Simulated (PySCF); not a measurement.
## How well do the runs reproduce experiment for triethylamine?

**What was measured.**

NIST CCCBDB Release 22 (SRD 101), experimental polarizabilities lists, for the gas: mean polarisability 13.38 Å³.

The results are set against them at the end.

Species: triethylamine, C6H15N.
SMILES with atom numbers: `[CH3:1][CH2:2][N:3]([CH2:4][CH3:5])[CH2:6][CH3:7]` (hydrogens: H8, H9, H10 on C1; H11, H12 on C2; H13, H14 on C4; H15, H16, H17 on C5; H18, H19 on C6; H20, H21, H22 on C7)

Geometry (PBE0-D3(BJ)/def2-SVP, Å), atoms numbered from 1 in this order:
```xyz
22
C6H15N angstrom
C     -1.7082   -1.6124    0.0963
C     -0.8051   -0.7625    0.9885
N      0.0220    0.2248    0.3232
C     -0.7192    1.3332   -0.2445
C      0.0700    2.6327   -0.2698
C      1.0238   -0.3103   -0.5744
C      2.0299   -1.2233    0.1037
H     -2.4092   -0.9906   -0.4826
H     -1.1286   -2.2159   -0.6195
H     -2.3060   -2.3085    0.7048
H     -0.1520   -1.4242    1.5807
H     -1.4239   -0.2264    1.7277
H     -1.0936    1.1089   -1.2694
H     -1.6185    1.4833    0.3750
H     -0.5484    3.4543   -0.6630
H      0.4033    2.8965    0.7449
H      0.9633    2.5636   -0.9090
H      1.5693    0.5434   -1.0055
H      0.5693   -0.8388   -1.4448
H      2.8396   -1.4848   -0.5939
H      1.5781   -2.1669    0.4456
H      2.4715   -0.7221    0.9786
```

The PySCF runs (gas phase, on this PBE0-D3(BJ)/def2-SVP geometry; no spin–orbit coupling):

```
              level                                                                            job  basis functions
     PBE0/def2-SVPD  10 singlets by full TDDFT, 4 Tamm–Dancoff triplets, polarisability, ΔSCF ions              260
       HF/def2-SVPD        10 singlets by TDHF, 4 Tamm–Dancoff triplets, polarisability, ΔSCF ions              260
      LDA/def2-SVPD  10 singlets by full TDDFT, 4 Tamm–Dancoff triplets, polarisability, ΔSCF ions              260
      PBE/def2-SVPD  10 singlets by full TDDFT, 4 Tamm–Dancoff triplets, polarisability, ΔSCF ions              260
    B3LYP/def2-SVPD  10 singlets by full TDDFT, 4 Tamm–Dancoff triplets, polarisability, ΔSCF ions              260
CAM-B3LYP/def2-SVPD  10 singlets by full TDDFT, 4 Tamm–Dancoff triplets, polarisability, ΔSCF ions              260
  LC-wPBE/def2-SVPD  10 singlets by full TDDFT, 4 Tamm–Dancoff triplets, polarisability, ΔSCF ions              260
  wB97X-D/def2-SVPD  10 singlets by full TDDFT, 4 Tamm–Dancoff triplets, polarisability, ΔSCF ions              260
       PBE0/6-31+G*             10 singlets by full TDDFT, 4 Tamm–Dancoff triplets, polarisability              156
        PBE0/6-31G*             10 singlets by full TDDFT, 4 Tamm–Dancoff triplets, polarisability              128
   PBE0/aug-cc-pVDZ             10 singlets by full TDDFT, 4 Tamm–Dancoff triplets, polarisability              296
      PBE0/def2-SVP             10 singlets by full TDDFT, 4 Tamm–Dancoff triplets, polarisability              173
```

All basis functions are spherical.

**Comparison with experiment**

**Mean polarisability.** Measured: 13.38 Å³ (NIST CCCBDB Release 22 (SRD 101), experimental polarizabilities).

```tsv
level	computed (Å³)	computed − measured (Å³)	% (from the printed values)
PBE0/def2-SVPD	12.66	-0.72	-5
HF/def2-SVPD	11.76	-1.62	-12
LDA/def2-SVPD	13.51	+0.13	+1
PBE/def2-SVPD	13.25	-0.13	-1
B3LYP/def2-SVPD	12.79	-0.59	-4
CAM-B3LYP/def2-SVPD	12.53	-0.85	-6
LC-wPBE/def2-SVPD	12.17	-1.21	-9
wB97X-D/def2-SVPD	12.52	-0.86	-6
PBE0/6-31+G*	11.97	-1.41	-11
PBE0/6-31G*	10.70	-2.68	-20
PBE0/aug-cc-pVDZ	13.04	-0.34	-3
PBE0/def2-SVP	11.15	-2.23	-17
```

12 of the 13 levels run are shown, the closest and the furthest among them. The computed values are static and purely electronic, with core orbitals frozen in the response (1 au = 0.148185 Å³). The table of measured values doesn't say here whether a value is static or optical, or holds a vibrational part. The measurement averages over conformers, the calculation has one.

The geometry is computed, not the measured one. Where a level misses, the cause wasn't examined.
